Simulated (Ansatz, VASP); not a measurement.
# Sb2Ru in two plane-wave programs, part 2 of 2

Aim: how closely do two programs agree when they are given the same cell, functional and k mesh?

VASP 6.6.1 and Ansatz 0.2.0.

So far: The starting structure; Ansatz: relaxation of cell and atoms, LDA; VASP: relaxation of cell and atoms, LDA.

## 4. Side by side

Known differences besides the potentials themselves: the two LDA forms differ slightly; both relaxations stop at a tolerance, which leaves soft axes loose, and VASP keeps its plane-wave basis; the data sets hold 92 valence electrons in Ansatz (default PAW (the set named soft_2) files) and 48 in VASP; the cutoff is 420 eV in Ansatz and 520 eV in VASP; Ansatz makes its cores anew for this functional, VASP keeps those of its PBE data sets; VASP's log shows a relativistic correction to its local exchange, Ansatz's none; Ansatz adds a Pulay correction to the stress that steers its cell, VASP none. Total energies have different zeros and are not compared.

Both answers:

```tsv
quantity	Ansatz	VASP	difference
volume (Å³)	123.71	124.32	-0.49 %
edge a after relaxation, in the typed setting (Å)	5.916	5.927	-0.18 %
edge b after relaxation, in the typed setting (Å)	6.621	6.630	-0.13 %
edge c after relaxation, in the typed setting (Å)	3.158	3.164	-0.17 %
```

The walks stopped with 0.00 GPa left in Ansatz and -0.02 GPa in VASP; each walk ends within a tolerance, so the volume difference is uncertain by about these residues over the bulk modulus, most in soft cells.

## 5. Ansatz: relaxation of cell and atoms, r2SCAN with rVV10

The relaxed volume is the usual yardstick between codes: its relative difference is about their pressure difference at one cell divided by the bulk modulus.

File input.yaml:

```yaml
crystal:
  lattice:
    - [5.9514, 0.0, 0.0]
    - [0.0, 6.6743, 0.0]
    - [0.0, 0.0, 3.179]
  atoms:
    - { symbol: Sb, position: [0.1812, 0.359, 0.0] }
    - { symbol: Sb, position: [0.8188, 0.641, 0.0] }
    - { symbol: Sb, position: [0.6812, 0.141, 0.5] }
    - { symbol: Sb, position: [0.3188, 0.859, 0.5] }
    - { symbol: Ru, position: [0.0, 0.0, 0.0] }
    - { symbol: Ru, position: [0.5, 0.5, 0.5] }
hamiltonian:
  xc: r2scan
  pseudopotentials: { kind: paw }
  dispersion: rvv10
kpoints:
  mp_grid: { grid: [5, 4, 8] }
scf:
  occupations: { method: fermi_dirac, width: 0.05 }
relax:
  f_tol: 0.01
  max_steps: 60
  cell: { stress_tol: 0.05 }
output:
  forces: true
  stress: true
```

Command:

```console
$ ansatz run input.yaml --threads 4 --pin off --max-ram 9216MiB --backend cpu --events-out ev --progress --plain --runs-dir out
```

Numbers of over 12 decimals in the logs are rounded to 6 here.

Output:

```text
[...]
Crystal: 6 atoms, lattice volume = 126.274 Å³
Basis set: ecut = 500 eV, 3203 PW (Γ), exchange–correlation on 200×240×108 points (64 copies of the dense FFT grid, shifted against one another)
Bands: 56, of which v1, the nominal top of the filled ones, is band 46 counted from 1 (45 counted from 0)
Symmetry: 8 space group operations
[...]
k-points: 45 of 160
[...]
cell:  # Å, volume = 127.6054 Å³
    - [5.963350, 0.0, 0.0]
    - [0.0, 6.693231, 0.0]
    - [0.0, 0.0, 3.197004]
  atoms:
    - { symbol: Sb, position: [0.182120, 0.358649, 0.0] }
    - { symbol: Sb, position: [0.817880, 0.641351, 0.0] }
    - { symbol: Sb, position: [0.682120, 0.141351, 0.500000] }
    - { symbol: Sb, position: [0.317880, 0.858649, 0.500000] }
    - { symbol: Ru, position: [0, 0, 0.0] }
    - { symbol: Ru, position: [0.5, 0.500000, 0.500000] }
[key lines of the parts left out:]
SCF converged after 5 iterations
Free energy (F): -37768.857105 eV
Fermi energy:    14.330633 eV
P = ⅓ Tr σ = 0.0028 GPa (0.028 kbar)
```

The job ended after 83 s (4 threads of Arm Neoverse V1, shared host; peak memory 1 GiB).

## 6. VASP: relaxation of cell and atoms, r2SCAN with rVV10

The same cell, functional, mesh and smearing now go to VASP, with its own data sets and cutoff.

File INCAR:

```
SYSTEM = Sb2Ru
PREC = Accurate
ENCUT = 520
EDIFF = 1E-06
NELM = 100
ISMEAR = -1
SIGMA = 0.05
LREAL = .FALSE.
ALGO = Normal
METAGGA = R2SCAN
LUSE_VDW = .TRUE.
IVDW_NL = 2
BPARAM = 11.95
CPARAM = 0.0093
LASPH = .TRUE.
NBANDS = 30
LORBIT = 11
LWAVE = .FALSE.
LCHARG = .FALSE.
KPAR = 4
IBRION = 2
NSW = 60
ISIF = 3
EDIFFG = -0.01
```

File POSCAR:

```
Sb2Ru
1.0
    5.9514000000      0.0000000000      0.0000000000
    0.0000000000      6.6743000000      0.0000000000
    0.0000000000      0.0000000000      3.1790000000
Sb Ru
4 2
Direct
    0.1812000000      0.3590000000      0.0000000000
    0.8188000000      0.6410000000      0.0000000000
    0.6812000000      0.1410000000      0.5000000000
    0.3188000000      0.8590000000      0.5000000000
    0.0000000000      0.0000000000      0.0000000000
    0.5000000000      0.5000000000      0.5000000000
```

File KPOINTS:

```
Automatic mesh
0
Gamma
5 4 8
0 0 0
```

The projector-augmented-wave data sets are Sb and Ru_pv (PBE family, release 64).

Command:

```console
$ mpirun -np 4 vasp_std
```

Output:

```text
[banner, memory and clock lines left out]
running    4 mpi-ranks, on    1 nodes
[...]
|                                                                             |
|               ----> ADVICE to this user running VASP <----                  |
|                                                                             |
|     You have switched on vdW-DFT.                                           |
|     This routine was written and supplied by Jiri Klimes. We recommend      |
|     that you carefully read and cite the following publications:            |
|       J. Klimes, D.R. Bowler, A. Michelides                                 |
|          J. Phys.: Cond Matt. 22 022201 (2010)                              |
|       J. Klimes, D.R. Bowler, A. Michelides                                 |
|          Phys. Rev. B. 83, 195131 (2011)                                    |
|     and references therein.                                                 |
|                                                                             |

[...]
Total rVV10 correction in eV:      1.0690734    66.4521930
Total rVV10 correction in eV:      1.0690734    66.4521930
Total rVV10 correction in eV:      1.0690734    66.4521930
DAV:   5    -0.154334857238E+03    0.62851E-07   -0.47414E-06  2860   0.157E-02
Total rVV10 correction in eV:      1.0690622    66.4521930
Total rVV10 correction in eV:      1.0690622    66.4521930
Total rVV10 correction in eV:      1.0690622    66.4521930
Total rVV10 correction in eV:      1.0690622    66.4521930
Total rVV10 correction in eV:      1.0690660    66.4521930
Total rVV10 correction in eV:      1.0690660    66.4521930
Total rVV10 correction in eV:      1.0690660    66.4521930
Total rVV10 correction in eV:      1.0690660    66.4521930
   4 F= -.15433486E+03 E0= -.15433435E+03  d E =-.139483E-02
[... from here on, the cycles between the ionic steps are left out ...]
   5 F= -.15433499E+03 E0= -.15433447E+03  d E =-.153041E-02
   6 F= -.15433499E+03 E0= -.15433447E+03  d E =-.153192E-02
   7 F= -.15433499E+03 E0= -.15433447E+03  d E =-.153160E-02
   8 F= -.15433503E+03 E0= -.15433451E+03  d E =-.390774E-04
 trial-energy change:   -0.000039  1 .order   -0.000043   -0.000106    0.000020
 step:   0.7987(harm=  0.7987)  dis= 0.00069  next Energy=  -154.335039 (dE=-0.446E-04)
 reached required accuracy - stopping structural energy minimisation
```

OUTCAR, selected parts (step 6):

```text
  Total        0.0064199     -0.0593605      0.0039523      0.0000000      0.0000000      0.0000000
  in kB        0.0803537     -0.7429743      0.0494677      0.0000000      0.0000000      0.0000000
  external PRESSURE =      -0.2043843 kB  Pullay stress =       0.0000000 kB

 POSITION                                       TOTAL-FORCE (eV/Angst)
 -----------------------------------------------------------------------------------
      1.08814      2.40094      0.00000         0.000054     -0.001659     -0.000000
      4.87894      4.29916      3.20177        -0.000054      0.001659      0.000000
      4.07168      0.94911      1.60089         0.000054      0.001659     -0.000000
      1.89540      5.75100      1.60089        -0.000054     -0.001659      0.000000
     -0.00000      6.70011      0.00000         0.000000      0.000000      0.000000
      2.98354      3.35005      1.60089        -0.000000      0.000000      0.000000
 -----------------------------------------------------------------------------------
    total drift:                                0.000000     -0.000000     -0.000000

  FREE ENERGIE OF THE ION-ELECTRON SYSTEM (eV)
  ---------------------------------------------------
  free  energy   TOTEN  =      -154.3350330865 eV

  energy  without entropy=     -154.3339848280  energy(sigma->0) =     -154.33450896

[... 2 parts as in an earlier step ...]

[... 2 further parts left out ...]
[key lines of the parts left out:]
E-fermi :   9.3820
```

## 7. Side by side

What differs besides the data sets and the points named for the pairs above, as far as they apply: VASP keeps PBE cores, Ansatz makes them for the functional; the cutoff is 500 eV in Ansatz and 520 eV in VASP. Total energies have different zeros and are not compared.

Compared:

```tsv
quantity	Ansatz	VASP	difference
volume (Å³)	127.61	128.01	-0.31 %
edge a after relaxation, in the typed setting (Å)	5.963	5.967	-0.06 %
edge b after relaxation, in the typed setting (Å)	6.693	6.700	-0.10 %
edge c after relaxation, in the typed setting (Å)	3.197	3.202	-0.15 %
```

The walks stopped with 0.00 GPa left in Ansatz and -0.02 GPa in VASP; each walk ends within a tolerance, so the volume difference is uncertain by about these residues over the bulk modulus, most in soft cells.

## 8. Results

```yaml
difference_in_volume_relaxation_of_cell_and_atoms_lda: -0.49 %
difference_in_volume_relaxation_of_cell_and_atoms_r2scan_with_rvv10: -0.31 %
```

**Reading.** The difference in volume is -0.49 % (relaxation of cell and atoms, LDA), within the 1.2 % picked in this series as the mark of a large difference, as far as the stopping tolerances let one tell. Such differences can come from data sets, numerical settings and the points named under the comparisons, not from the functional's error against experiment.

[Lines on the potential files, build, host, timing and source positions are cut from VASP's logs without a mark.]

[Logs are printed without paths, hosts, clocks, repeated set-up lines and the standing remarks that a program may print on its own settings, such as how far it seeks lower states.]

[Hosts, paths, dates, database ids (printed as entryN), source tags and the programs' standing remarks are cut or masked in the printed files.]
